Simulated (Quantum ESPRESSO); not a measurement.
# GaN (P6_3mc) in Quantum ESPRESSO: a series of runs, part 2 of 4

Quantum ESPRESSO 7.5. Earlier steps stand in the parts before.

### 3 Phonons, PBE

The input, pw.in:

```
&CONTROL
  calculation = 'scf'
  prefix = 'pwscf'
  outdir = './tmp'
  pseudo_dir = './pseudo'
  tprnfor = .true.
  tstress = .true.
  disk_io = 'low'
/
&SYSTEM
  ibrav = 0
  celldm(1) = 8
  nat = 4
  ntyp = 2
  ecutwfc = 91
  nbnd = 26
  occupations = 'smearing'
  smearing = 'fd'
  degauss = 0.00367493
/
&ELECTRONS
  conv_thr = 8d-10
  electron_maxstep = 120
  mixing_beta = 0.5
/
ATOMIC_SPECIES
Ga    69.7230 Ga.upf
N     14.0070 N.upf
CELL_PARAMETERS alat
  0.7511661345387   0.0000000000000   0.0000000000000
 -0.3755830672694   0.6505289549650   0.0000000000000
  0.0000000000000   0.0000000000000   1.2202906449771
ATOMIC_POSITIONS crystal
Ga     0.6666666667    0.3333333333    0.5000000000
Ga     0.3333333333    0.6666666667    0.0000000000
N      0.6666666667    0.3333333333    0.8750000000
N      0.3333333333    0.6666666667    0.3750000000
K_POINTS automatic
6 6 2 0 0 1
```

The input, relax.in:

```
&CONTROL
  calculation = 'relax'
  prefix = 'pwscf'
  outdir = './tmp'
  pseudo_dir = './pseudo'
  tprnfor = .true.
  tstress = .true.
  disk_io = 'low'
  nstep = 40
  forc_conv_thr = 0.0001
  etot_conv_thr = 1d-06
/
&SYSTEM
  ibrav = 0
  celldm(1) = 8
  nat = 4
  ntyp = 2
  ecutwfc = 91
  nbnd = 26
  occupations = 'smearing'
  smearing = 'fd'
  degauss = 0.00367493
/
&ELECTRONS
  conv_thr = 8d-10
  electron_maxstep = 120
  mixing_beta = 0.5
/
&IONS
  ion_dynamics = 'bfgs'
/
ATOMIC_SPECIES
Ga    69.7230 Ga.upf
N     14.0070 N.upf
CELL_PARAMETERS alat
  0.7511661345387   0.0000000000000   0.0000000000000
 -0.3755830672694   0.6505289549650   0.0000000000000
  0.0000000000000   0.0000000000000   1.2202906449771
ATOMIC_POSITIONS crystal
Ga     0.6666666667    0.3333333333    0.5000000000
Ga     0.3333333333    0.6666666667    0.0000000000
N      0.6666666667    0.3333333333    0.8750000000
N      0.3333333333    0.6666666667    0.3750000000
K_POINTS automatic
6 6 2 0 0 1
```

The input, scf2.in:

```
&CONTROL
  calculation = 'scf'
  prefix = 'pwscf'
  outdir = './tmp'
  pseudo_dir = './pseudo'
  tprnfor = .true.
  tstress = .true.
  disk_io = 'low'
/
&SYSTEM
  ibrav = 0
  celldm(1) = 8
  nat = 4
  ntyp = 2
  ecutwfc = 91
  nbnd = 26
  occupations = 'fixed'
/
&ELECTRONS
  conv_thr = 1d-13
  electron_maxstep = 120
  mixing_beta = 0.5
  startingpot = 'file'
  startingwfc = 'file'
/
ATOMIC_SPECIES
Ga    69.7230 Ga.upf
N     14.0070 N.upf
CELL_PARAMETERS alat
  0.7511661345340  -0.0000000000000   0.0000000000000
 -0.3755830672670   0.6505289549690   0.0000000000000
  0.0000000000000   0.0000000000000   1.2202906449771
ATOMIC_POSITIONS crystal
Ga     0.6666666666    0.3333333332    0.4989230903
Ga     0.3333333332    0.6666666666   -0.0010769097
N      0.6666666666    0.3333333332    0.8760769097
N      0.3333333332    0.6666666666    0.3760769097
K_POINTS automatic
6 6 2 0 0 1
```

The input, ph.in:

```
phonons of GaN
&INPUTPH
  prefix = 'pwscf'
  outdir = './tmp'
  tr2_ph = 1d-18
  fildyn = 'dyn'
  niter_ph = 90
  alpha_mix(1) = 0.7
  epsil = .true.
/
0.0000000000 0.0000000000 0.0000000000
```

The input, dynmat.in:

```
&INPUT
  fildyn = 'dyn'
  asr = 'crystal'
  lperm = .true.
  filout = 'dynmat.disp'
  fileig = 'dynmat.eig'
/
```

The input, dynmat_lo.in:

```
&INPUT
  fildyn = 'dyn'
  asr = 'crystal'
  filout = 'dynmat_lo.disp'
  fileig = 'dynmat_lo.eig'
  q(1) = 0
  q(2) = 0
  q(3) = 1
/
```

Potentials or basis: Ansatz NC SR PBE.

The run is started by

```bash
$ OMP_NUM_THREADS=1 mpirun -n 4 pw.x -nk 2 -in pw.in > pw.out
$ OMP_NUM_THREADS=1 mpirun -n 4 pw.x -nk 2 -in relax.in > relax.out
$ OMP_NUM_THREADS=1 mpirun -n 4 pw.x -nk 2 -in scf2.in > scf2.out
$ OMP_NUM_THREADS=1 mpirun -n 4 ph.x -nk 2 -in ph.in > ph.out
$ OMP_NUM_THREADS=1 mpirun -n 1 dynmat.x -in dynmat.in > dynmat.out
$ OMP_NUM_THREADS=1 mpirun -n 1 dynmat.x -in dynmat_lo.in > dynmat_lo.out
```

pw.out:

```text
[... set-up lines left out ...]
     Self-consistent Calculation

     iteration #  1     ecut=    91.00 Ry     beta= 0.50
     Davidson diagonalization with overlap
     ethr =  1.00E-02,  avg # of iterations =  4.1

     total energy              =    -348.95962576 Ry
     estimated scf accuracy    <       1.05688916 Ry

     iteration #  2     ecut=    91.00 Ry     beta= 0.50
     Davidson diagonalization with overlap
     ethr =  2.94E-03,  avg # of iterations =  2.0

     total energy              =    -349.27828625 Ry
     estimated scf accuracy    <       0.21373126 Ry

     iteration #  3     ecut=    91.00 Ry     beta= 0.50
     Davidson diagonalization with overlap
     ethr =  5.94E-04,  avg # of iterations =  2.0
[... 43 lines left out ...]
     total energy              =    -349.31428047 Ry
     estimated scf accuracy    <          1.2E-09 Ry

     iteration # 10     ecut=    91.00 Ry     beta= 0.50
     Davidson diagonalization with overlap
     ethr =  3.38E-12,  avg # of iterations =  6.0

     total energy              =    -349.31428047 Ry
     estimated scf accuracy    <       0.00000002 Ry

     iteration # 11     ecut=    91.00 Ry     beta= 0.50
     Davidson diagonalization with overlap
     ethr =  3.38E-12,  avg # of iterations =  3.0

     End of self-consistent calculation

          k = 0.0000 0.0000 0.2049 (  4452 PWs)   bands (ev):

    -5.0771  -4.4202  -2.7621  -2.7621  -2.7285  -2.7178  -2.7178  -2.4998
    -2.4998  -2.4285  -2.4285  -1.6850   4.7396   9.2587   9.8984   9.8984
    10.6492  10.6492  13.9802  15.2285  19.6837  20.4444  20.8200  20.8200
    22.0576  22.0576

          k = 0.0000 0.2562 0.2049 (  4463 PWs)   bands (ev):

    -4.8495  -4.3404  -2.7442  -2.7241  -2.6956  -2.6678  -2.6279  -2.5019
    -2.4999  -2.4543  -2.4255  -1.4563   4.9838   8.1920   8.5215   9.4165
    10.0913  10.3582  14.8826  16.4707  18.7183  19.3847  20.7792  21.4395
    21.7245  22.6526

          k = 0.0000 0.5124 0.2049 (  4485 PWs)   bands (ev):

    -4.4586  -4.2298  -2.7250  -2.6751  -2.6523  -2.5709  -2.5563  -2.5031
    -2.4654  -2.4162  -1.9640  -0.9238   4.8145   6.0910   7.0895   8.6139
     9.6091   9.7884  15.2731  16.5585  18.0553  19.0435  20.8653  21.8457
    21.8587  23.7902

          k = 0.0000-0.7686 0.2049 (  4498 PWs)   bands (ev):

    -4.3179  -4.1971  -2.7340  -2.6668  -2.6454  -2.5609  -2.5296  -2.4619
    -2.4266  -2.4060  -1.1842  -0.7839   4.0492   4.9127   7.4718   8.2616
     9.0849   9.5183  15.1526  15.9286  18.4297  18.7194  21.1814  21.6614
    21.7521  24.3640

          k = 0.2219 0.3843 0.2049 (  4465 PWs)   bands (ev):

    -4.5429  -4.2513  -2.7037  -2.7009  -2.6441  -2.6307  -2.5367  -2.5319
    -2.4636  -2.4473  -2.1590  -1.0583   5.1320   6.7873   7.3526   8.3464
     9.4798   9.8678  15.8226  17.4930  18.1299  18.6651  20.4602  21.0107
    22.0012  23.4924

          k = 0.2219 0.6405 0.2049 (  4479 PWs)   bands (ev):

    -4.3074  -4.1990  -2.7135  -2.6774  -2.6236  -2.5572  -2.5366  -2.4940
    -2.4463  -2.4363  -1.3124  -0.6493   4.4943   5.2934   7.0142   7.7892
     8.5920   9.2887  16.1052  17.3062  18.0901  18.9897  20.2817  20.5786
    22.7502  24.1353

          k = 0.4438 0.7686 0.2049 (  4485 PWs)   bands (ev):

    -4.2144  -4.2144  -2.7327  -2.6182  -2.6182  -2.5529  -2.4912  -2.4912
    -2.4897  -2.4749  -0.6880  -0.6880   4.9581   4.9581   5.7771   7.5831
     8.5835   8.5835  16.7051  18.0781  18.0781  19.0343  20.1256  20.1256
    24.4386  24.4398

     the Fermi energy is    12.5423 ev

!    total energy              =    -349.31428047 Ry
     estimated scf accuracy    <          2.7E-10 Ry
     smearing contrib. (-TS)   =      -0.00000000 Ry
     internal energy E=F+TS    =    -349.31428047 Ry

     The total energy is F=E-TS. E is the sum of the following terms:
     one-electron contribution =    -104.30469789 Ry
     hartree contribution      =      87.24570274 Ry
     xc contribution           =     -98.24833696 Ry
     ewald contribution        =    -234.00694837 Ry

     convergence has been achieved in  11 iterations

     Forces acting on atoms (cartesian axes, Ry/au):

     atom    1 type  1   force =     0.00000000    0.00000000   -0.00544495
     atom    2 type  1   force =     0.00000000   -0.00000000   -0.00544495
     atom    3 type  2   force =     0.00000000   -0.00000000    0.00544495
     atom    4 type  2   force =     0.00000000   -0.00000000    0.00544495

     Total force =     0.010890     Total SCF correction =     0.000003

     Computing stress (Cartesian axis) and pressure

          total   stress  (Ry/bohr**3)                   (kbar)     P=       76.04
   0.00047257   0.00000000  -0.00000000           69.52        0.00       -0.00
   0.00000000   0.00047257  -0.00000000            0.00       69.52       -0.00
   0.00000000   0.00000000   0.00060563            0.00        0.00       89.09

=------------------------------------------------------------------------------=
   JOB DONE.
=------------------------------------------------------------------------------=
```

Wall time 8.4 min (4 MPI ranks of AMD EPYC (Zen 3), shared host); peak memory 0.32 GiB.

Results:

| Item | Value |
| --- | --- |
| Free energy | -4752.6644 eV |
| Pressure after relaxing | 7.6 GPa |
| Electronic dielectric tensor (diagonal) | 5.85, 5.85, 5.68 |
| Born charges (mean of the diagonal) | Ga +2.68; N -2.71 e |
| Highest phonon frequency at Γ, LO-TO splitting left out | 692 cm⁻¹ |
| Static dielectric tensor (diagonal) | 10.13, 10.13, 10.71 |

Step by step:
| step | energy change (eV) | largest force (eV/Å) | pressure (GPa) |
| --- | --- | --- | --- |
| 1 | 0.0000 | 0.1400 | 7.60 |
| 2 | -0.0012 | 0.0665 | 7.60 |
| 3 | -0.0015 | 0.0019 | 7.60 |
| 4 | -0.0015 | 0.0000 | 7.60 |

Final structure:
```yaml
crystal:
  lattice:
    - [3.18000, 0.00000, 0.00000]
    - [-1.59000, 2.75396, 0.00000]
    - [0.00000, 0.00000, 5.16600]
  atoms:
    - { symbol: Ga, position: [0.66667, 0.33333, 0.49892] }
    - { symbol: Ga, position: [0.33333, 0.66667, 0.99892] }
    - { symbol: N, position: [0.66667, 0.33333, 0.87608] }
    - { symbol: N, position: [0.33333, 0.66667, 0.37608] }
```

Levels at points of the mesh, in eV from the valence-band top:
| k point | band 16 | band 17 | band 18 | band 19 | band 20 | band 21 |
| --- | --- | --- | --- | --- | --- | --- |
| (0.00, 0.00, 0.25) | -0.74 | 0.00 | 0.00 | 3.35 | 4.57 | 9.04 |

Phonon frequencies in cm⁻¹ (negative: imaginary):
```csv
q point,frequencies
"(0.000, 0.000, 0.000)",-6 -2 -2 134 134 331 533 556 556 567 567 692
```

Electronic dielectric tensor:
```
5.85 0.00 0.00
0.00 5.85 0.00
0.00 0.00 5.68
```

Born effective charge tensors (e):
atom 1, Ga
```
2.64 0.00 0.00
0.00 2.64 0.00
0.00 0.00 2.77
```
atom 2, Ga
```
2.64 0.00 0.00
0.00 2.64 0.00
0.00 0.00 2.77
```
atom 3, N
```
-2.69  0.00  0.00
 0.00 -2.69  0.00
 0.00  0.00 -2.77
```
atom 4, N
```
-2.69  0.00  0.00
 0.00 -2.69  0.00
 0.00  0.00 -2.77
```

Optical modes at Γ, degenerate ones joined, polar ones without the macroscopic field:
```
cm⁻¹  components  symmetry     active in  IR intensity, summed ((D/Å)²/amu)
 134           2        E2         Raman                               0.00
 331           1        B1        silent                               0.00
 533           1        A1  IR and Raman                              30.39
 556           2        E1  IR and Raman                              56.05
 567           2        E2         Raman                               0.00
 692           1        B1        silent                               0.00
```

Zone-centre frequencies without and with the macroscopic field along z (cm⁻¹):
```
                      optical modes in rising order
       without  134 134 331 533 556 556 567 567 692
with the field  134 134 331 556 556 567 567 692 733
```

Static dielectric tensor, electrons and zone-centre modes:
```
10.13  0.00  0.00
 0.00 10.13  0.00
 0.00  0.00 10.71
```

Caveat: the k mesh is coarse (spacing up to 0.61 Å⁻¹), so the values aren't converged; the mesh is thin for the dielectric tensor, Born charges and intensities, which usually come out too large; the cell is more than 3 GPa from zero pressure, which shifts response properties; the Born charges break their sum rule by 0.06 e, a sign of too thin a mesh.

(Continued in part 3 of 4.)
